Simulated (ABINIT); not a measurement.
# TiB2 (P6/mmm) in ABINIT: settings compared

One crystal, TiB2, is run at these levels: PBE, LDA; tasks: single point, relaxation of cell and atoms.

All numbers are computed with ABINIT 10.8.3 (patched build); they aren't measurements. Logs are shortened: lines on timing, memory, paths and dates and some standing lists are left out, and cuts for length are marked. The log counts tension as positive stress, the text compression.

### 1 The crystal as given

The structure is hexagonal, space group P6/mmm (No. 191). The conventional cell has a = 3.029 Å, b = 3.029 Å, c = 3.228 Å, α = 90.00°, β = 90.00°, γ = 120.00°. Ti (site symmetry 6/mmm) is surrounded by 12 B at 2.38 Å. Around B (site symmetry -6m2) lie 3 B at 1.75 Å.

### 2 Single point, PBE

run.abi reads:

```
# Pseudopotentials
pp_dirpath "./"
pseudos "Ti.upf, B.upf"

# Structure
acell 3*1.0
rprim
     5.7243583767     0.0000000000     0.0000000000
    -2.8621791884     4.9574397745     0.0000000000
     0.0000000000     0.0000000000     6.1007918207
ntypat 2
znucl 22 5
natom 3
typat 1 2 2
xcart
     0.0000000000     0.0000000000     0.0000000000
     2.8621791886     1.6524799247     3.0503959104
    -0.0000000003     3.3049598498     3.0503959104

# Plane-wave basis
ecut 35.0

# k points
kptopt 1
ngkpt 8 8 6
nshiftk 1
shiftk 0.0 0.0 0.0

# Exchange and correlation
ixc 11

# Bands and occupations
nband 13
occopt 3
tsmear 0.00183747

# SCF cycle
nstep 100
tolvrs 1.0e-10

# Output
iomode 3
prtwf 0
prteig 0
prtebands 0
prtden 1
prtvha 1
prtvclmb 1
prtpot 1
prtelf 1
```

Potentials or basis: PseudoDojo NC SR PBE v0.4.1 standard.

Run with:

```console
$ mpirun --bind-to none -np 4 abinit run.abi > log 2>&1
```

run.abo:

```text
.Version 10.8.3 of ABINIT
 Symmetries : space group P6/m m m (#191); Bravais hP (primitive hexag.)
================================================================================
 Values of the parameters that define the memory need of the present run
     intxc =       0    ionmov =       0      iscf =       7    lmnmax =       6
     lnmax =       6     mgfft =      36  mpssoang =       3    mqgrid =    3001
     natom =       3  nloc_mem =       1    nspden =       1   nspinor =       1
    nsppol =       1      nsym =      24    n1xccc =    2501    ntypat =       2
    occopt =       3   xclevel =       2
       mpw =        1732          nfft =       36864          nkpt =          40
================================================================================
================================================================================

--------------------------------------------------------------------------------
------------- Echo of variables that govern the present computation ------------
--------------------------------------------------------------------------------
 -outvars: echo values of preprocessed input variables --------
            acell      1.0000000000E+00  1.0000000000E+00  1.0000000000E+00 Bohr
              amu      4.78800000E+01  1.08110000E+01
             ecut      3.50000000E+01 Hartree
              ixc          11
         kptrlatt        8    0    0      0    8    0      0    0    6
          kptrlen      3.66047509E+01
            natom           3
            nband          13
            ngfft          32      32      36
             nkpt          40
            nstep         100
             nsym          24
           ntypat           2
           occopt           3
        prtebands           0
           prteig           0
           prtelf           1
           prtpot           1
         prtvclmb           1
           prtvha           1
            prtwf           0
            rprim      5.7243583767E+00  0.0000000000E+00  0.0000000000E+00
                      -2.8621791884E+00  4.9574397745E+00  0.0000000000E+00
                       0.0000000000E+00  0.0000000000E+00  6.1007918207E+00
          spgroup         191
           tolvrs      1.00000000E-10
           tsmear      1.83747000E-03 Hartree
            typat      1  2  2
           xangst      0.0000000000E+00  0.0000000000E+00  0.0000000000E+00
                       1.5145999990E+00  8.7445471710E-01  1.6141999989E+00
                      -1.7638793399E-11  1.7489094342E+00  1.6141999989E+00
            xcart      0.0000000000E+00  0.0000000000E+00  0.0000000000E+00
                       2.8621791883E+00  1.6524799248E+00  3.0503959103E+00
                      -3.3332488716E-11  3.3049598497E+00  3.0503959103E+00
             xred      0.0000000000E+00  0.0000000000E+00  0.0000000000E+00
                       6.6666666667E-01  3.3333333333E-01  5.0000000000E-01
                       3.3333333333E-01  6.6666666667E-01  5.0000000000E-01
            znucl       22.00000    5.00000

================================================================================

 chkinp: Checking input parameters for consistency.

================================================================================
== DATASET  1 ==================================================================

--- !DatasetInfo
iteration_state: {dtset: 1, }
dimensions: {natom: 3, nkpt: 40, mband: 13, nsppol: 1, nspinor: 1, nspden: 1, mpw: 1732, }
cutoff_energies: {ecut:  35.0, pawecutdg:  -1.0, }
electrons: {nelect:   1.80000000E+01, charge:   0.00000000E+00, occopt:   3.00000000E+00, tsmear:   1.83747000E-03, }
meta: {optdriver: 0, ionmov: 0, optcell: 0, iscf: 7, paral_kgb: 0, }
...

 Exchange-correlation functional for the present dataset will be:
  GGA: Perdew-Burke-Ernzerhof functional - ixc=11
  J.P.Perdew, K.Burke, M.Ernzerhof, PRL 77, 3865 (1996)

 Real(R)+Recip(G) space primitive vectors, cartesian coordinates (Bohr,Bohr^-1):
 R(1)=  5.7243584  0.0000000  0.0000000  G(1)=  0.1746921  0.1008585  0.0000000
 R(2)= -2.8621792  4.9574398  0.0000000  G(2)=  0.0000000  0.2017170  0.0000000
 R(3)=  0.0000000  0.0000000  6.1007918  G(3)=  0.0000000  0.0000000  0.1639131
 Unit cell volume ucvol=  1.7312926E+02 bohr^3
 Angles (23,13,12)=  9.00000000E+01  9.00000000E+01  1.20000000E+02 degrees

 getcut: wavevector=  0.0000  0.0000  0.0000  ngfft=  32  32  36
         ecut(hartree)=     35.000   => boxcut(ratio)=   2.09906

--- Pseudopotential description ------------------------------------------------
- pspini: atom type   1  psp file is ./Ti.upf
12 -101130 2 -1 1586                          pspcod,pspxc,lmax,lloc,mmax
     nproj     2     2     2

- pspini: atom type   2  psp file is ./B.upf
12 -101130 1 -1 1534                          pspcod,pspxc,lmax,lloc,mmax
     nproj     2     2     0

   3.86250081E+02                                ecore*ucvol(ha*bohr**3)
--------------------------------------------------------------------------------

================================================================================

--- !BeginCycle
iteration_state: {dtset: 1, }
solver: {iscf: 7, nstep: 100, nline: 4, wfoptalg: 0, }
tolerances: {tolvrs: 1.00E-10, }
...

     iter   Etot(hartree)      deltaE(h)  residm     vres2
 ETOT  1  -65.094871648247    -6.509E+01 1.845E-01 1.049E+03
 ETOT  2  -64.501162401411     5.937E-01 1.395E-01 3.524E+03
 ETOT  3  -65.347880597926    -8.467E-01 3.612E-02 2.447E+01
 ETOT  4  -65.353410733500    -5.530E-03 1.277E-02 5.081E+00
 ETOT  5  -65.354452320066    -1.042E-03 3.787E-03 7.580E-01
 ETOT  6  -65.354618992605    -1.667E-04 5.653E-03 1.166E-02
 ETOT  7  -65.354622439192    -3.447E-06 1.997E-03 8.864E-05
 ETOT  8  -65.354622476899    -3.771E-08 2.123E-03 8.275E-06
 ETOT  9  -65.354622478272    -1.373E-09 9.074E-04 2.350E-06
 ETOT 10  -65.354622478815    -5.431E-10 6.895E-04 5.682E-08
 ETOT 11  -65.354622478829    -1.344E-11 4.562E-04 1.474E-09
 ETOT 12  -65.354622478829     9.948E-14 2.263E-04 7.387E-11

 At SCF step   12       vres2   =  7.39E-11 < tolvrs=  1.00E-10 =>converged.

 Compute ELF
--------------------------------------------------------------------------------

 Compute kinetic energy density

 Compute gradient of the electron density
 Electron Localization Function (ELF) [min:0;max:1]
)     Maximum=    8.6662E-01  at reduced coord.    0.5000    0.5000    0.5000
)     Minimum=    1.3456E-05  at reduced coord.    0.6563    0.3125    0.5000
   Integrated=    7.4677E+01

--------------------------------------------------------------------------------
 End of ELF section

 Cartesian components of stress tensor (hartree/bohr^3)
  sigma(1 1)=  1.04221225E-05  sigma(3 2)=  0.00000000E+00
  sigma(2 2)=  1.04221229E-05  sigma(3 1)=  0.00000000E+00
  sigma(3 3)=  4.67926067E-05  sigma(2 1)=  1.30072413E-13

--- !ResultsGS
iteration_state: {dtset: 1, }
comment   : Summary of ground state results
lattice_vectors:
- [  5.7243584,   0.0000000,   0.0000000, ]
- [ -2.8621792,   4.9574398,   0.0000000, ]
- [  0.0000000,   0.0000000,   6.1007918, ]
lattice_lengths: [   5.72436,    5.72436,    6.10079, ]
lattice_angles: [ 90.000,  90.000, 120.000, ] # degrees, (23, 13, 12)
lattice_volume:   1.7312926E+02
convergence: {deltae:  9.948E-14, res2:  7.387E-11, residm:  2.263E-04, diffor: null, }
etotal    :  -6.53546225E+01
entropy   :   0.00000000E+00
fermie    :   4.37311026E-01
cartesian_stress_tensor: # hartree/bohr^3
- [  1.04221225E-05,   1.30072413E-13,   0.00000000E+00, ]
- [  1.30072413E-13,   1.04221229E-05,   0.00000000E+00, ]
- [  0.00000000E+00,   0.00000000E+00,   4.67926067E-05, ]
pressure_GPa:  -6.6331E-01
xred      :
- [  0.0000E+00,   0.0000E+00,   0.0000E+00, Ti]
- [  6.6667E-01,   3.3333E-01,   5.0000E-01,  B]
- [  3.3333E-01,   6.6667E-01,   5.0000E-01,  B]
cartesian_forces: # hartree/bohr
- [ -0.00000000E+00,  -1.81050794E-29,  -0.00000000E+00, ]
- [ -2.35191881E-29,  -3.30417699E-28,  -0.00000000E+00, ]
- [  2.35191881E-29,   3.48522779E-28,  -0.00000000E+00, ]
force_length_stats: {min:   1.81050794E-29, max:   3.49315444E-28, mean:   2.32891405E-28, }
...

 Integrated electronic density in atomic spheres:
 ------------------------------------------------
 Atom  Sphere_radius  Integrated_density
    1        2.00000          9.58484122
    2        2.00000          2.83887443
    3        2.00000          2.83887443
================================================================================

 ----iterations are completed or convergence reached----

 Mean square residual over all n,k,spin=   28.986E-07; max=  22.630E-05
 reduced coordinates (array xred) for    3 atoms
       0.000000000000      0.000000000000      0.000000000000
       0.666666666667      0.333333333333      0.500000000000
       0.333333333333      0.666666666667      0.500000000000
 rms dE/dt=  7.6687E-28; max dE/dt=  1.4810E-27; dE/dt below (all hartree)
    1       0.000000000000      0.000000000000      0.000000000000
    2       0.000000000000      0.000000000000      0.000000000000
    3      -0.000000000000     -0.000000000000      0.000000000000

 cartesian coordinates (angstrom) at end:
    1      0.00000000000000     0.00000000000000     0.00000000000000
    2      1.51459999895932     0.87445471710326     1.61419999889384
    3     -0.00000000001764     1.74890943420652     1.61419999889384

 cartesian forces (hartree/bohr) at end:
    1     -0.00000000000000    -0.00000000000000    -0.00000000000000
    2     -0.00000000000000    -0.00000000000000    -0.00000000000000
    3      0.00000000000000     0.00000000000000    -0.00000000000000
 frms,max,avg= 1.6058161E-28 3.4852278E-28   0.000E+00  0.000E+00  0.000E+00 h/b

 cartesian forces (eV/Angstrom) at end:
    1     -0.00000000000000    -0.00000000000000    -0.00000000000000
    2     -0.00000000000000    -0.00000000000000    -0.00000000000000
    3      0.00000000000000     0.00000000000000    -0.00000000000000
 frms,max,avg= 8.2574384E-27 1.7921762E-26   0.000E+00  0.000E+00  0.000E+00 e/A
 length scales=  1.000000000000  1.000000000000  1.000000000000 bohr
              =  0.529177210544  0.529177210544  0.529177210544 angstroms
 Fermi (or HOMO) energy (hartree) =   0.43731   Average Vxc (hartree)=  -0.47224
 Eigenvalues (hartree) for nkpt=  40  k points:
 kpt#   1, nband= 13, wtk=  0.00260, kpt=  0.0000  0.0000  0.0000 (reduced coord)
  -1.65887   -0.79017   -0.77875   -0.77875   -0.06295    0.33796    0.33796    0.34779
   0.35619    0.50387    0.50387    0.56823    0.56823
      occupation numbers for kpt#   1
   2.00000    2.00000    2.00000    2.00000    2.00000    2.00000    2.00000    2.00000
   2.00000    0.00000    0.00000    0.00000    0.00000
 prteigrs : prtvol=0 or 1, do not print more k-points.

--- !EnergyTerms
iteration_state     : {dtset: 1, }
comment             : Components of total free energy in Hartree
kinetic             :  2.76498870265655E+01
hartree             :  1.21054244887173E+01
xc                  : -1.12923887766624E+01
Ewald energy        : -5.13087759302431E+01
psp_core            :  2.23099253048969E+00
local_psp           : -4.54149117165873E+01
non_local_psp       :  6.75195022041743E-01
internal            : -6.53545773556785E+01
'-kT*entropy'       : -4.51231500077130E-05
total_energy        : -6.53546224788285E+01
total_energy_eV     : -1.77838987523167E+03
band_energy         : -5.67809009227687E+00
...

 Cartesian components of stress tensor (hartree/bohr^3)
  sigma(1 1)=  1.04221225E-05  sigma(3 2)=  0.00000000E+00
  sigma(2 2)=  1.04221229E-05  sigma(3 1)=  0.00000000E+00
  sigma(3 3)=  4.67926067E-05  sigma(2 1)=  1.30072413E-13

-Cartesian components of stress tensor (GPa)         [Pressure= -6.6331E-01 GPa]
- sigma(1 1)=  3.06629429E-01  sigma(3 2)=  0.00000000E+00
- sigma(2 2)=  3.06629442E-01  sigma(3 1)=  0.00000000E+00
- sigma(3 3)=  1.37668602E+00  sigma(2 1)=  3.82686251E-09

== END DATASET(S) ==============================================================
================================================================================

 -outvars: echo values of variables after computation  --------
            acell      1.0000000000E+00  1.0000000000E+00  1.0000000000E+00 Bohr
           etotal     -6.5354622479E+01
            fcart     -0.0000000000E+00 -1.8105079407E-29 -0.0000000000E+00
                      -2.3519188055E-29 -3.3041769917E-28 -0.0000000000E+00
                       2.3519188055E-29  3.4852277858E-28 -0.0000000000E+00
            rprim      5.7243583767E+00  0.0000000000E+00  0.0000000000E+00
                      -2.8621791884E+00  4.9574397745E+00  0.0000000000E+00
                       0.0000000000E+00  0.0000000000E+00  6.1007918207E+00
           strten      1.0422122453E-05  1.0422122913E-05  4.6792606675E-05
                       0.0000000000E+00  0.0000000000E+00  1.3007241307E-13
           xangst      0.0000000000E+00  0.0000000000E+00  0.0000000000E+00
                       1.5145999990E+00  8.7445471710E-01  1.6141999989E+00
                      -1.7638793399E-11  1.7489094342E+00  1.6141999989E+00
             xred      0.0000000000E+00  0.0000000000E+00  0.0000000000E+00
                       6.6666666667E-01  3.3333333333E-01  5.0000000000E-01
                       3.3333333333E-01  6.6666666667E-01  5.0000000000E-01
 Calculation completed.
```

It took 17 s on 4 MPI ranks of Intel Xeon Platinum 8375C at 2.90GHz (Ice Lake), shared host; peak memory 0.24 GiB.

What came out:

| Property | Result |
| --- | --- |
| Free energy | -1778.3899 eV |
| Band gap on the k mesh | none (metal or under the smearing width) |
| Valence electrons inside the program's atomic spheres | Ti 9.58; B 2.84 |

Caveat: the cutoff is too short for stress, so the log's stress isn't used.

### 3 Single point, PBE

Changes to run.abi since step 2:

```diff
@@ -5,7 +5,7 @@
 # Structure
-acell 3*1.0
+acell 5.7243583767 5.7243583766 6.1007918207
 rprim
-     5.7243583767     0.0000000000     0.0000000000
-    -2.8621791884     4.9574397745     0.0000000000
-     0.0000000000     0.0000000000     6.1007918207
+     1.0000000000     0.0000000000     0.0000000000
+    -0.5000000000     0.8660254038     0.0000000000
+     0.0000000000     0.0000000000     1.0000000000
 ntypat 2
@@ -20,3 +20,3 @@
 # Plane-wave basis
-ecut 35.0
+ecut 952.398519 eV
 
@@ -34,3 +34,3 @@
 occopt 3
-tsmear 0.00183747
+tsmear 0.05 eV
 
@@ -45,2 +45,3 @@
 prtebands 0
+enunit 2
 prtden 1
```

Potentials or basis: PseudoDojo NC SR PBE v0.4.1 standard.

Run with:

```console
$ mpirun --bind-to none -np 4 abinit run.abi > log 2>&1
```

Run time: 5.9 s. Hardware: 4 MPI ranks of Intel Xeon 6975P-C (Granite Rapids), shared host; peak memory 0.24 GiB.

Results (log left out):

| Property | Result |
| --- | --- |
| Free energy | -1778.3899 eV |
| Band gap on the k mesh | none (metal or under the smearing width) |
| Valence electrons inside the program's atomic spheres | Ti 9.58; B 2.84 |

Levels at points of the mesh, in eV from the Fermi level:
```tsv
k point	band 5	band 6	band 7	band 8	band 9	band 10	band 11	band 12	band 13
(0.00, 0.00, 0.00)	-13.61	-2.70	-2.70	-2.44	-2.21	1.81	1.81	3.56	3.56
(0.50, 0.00, 0.00)	-9.47	-9.34	-3.38	-3.32	-2.36	1.26	2.66	3.14	3.26
(0.00, 0.00, 0.50)	-11.69	-7.71	-0.66	-0.66	-0.26	-0.26	0.35	0.35	1.55
(0.50, 0.00, 0.50)	-9.86	-7.66	-4.75	-3.92	-3.25	2.40	2.84	4.39	4.50
```

Caveat: the cutoff is too short for stress, so the log's stress isn't used.

(Continued in part 2 of 2.)
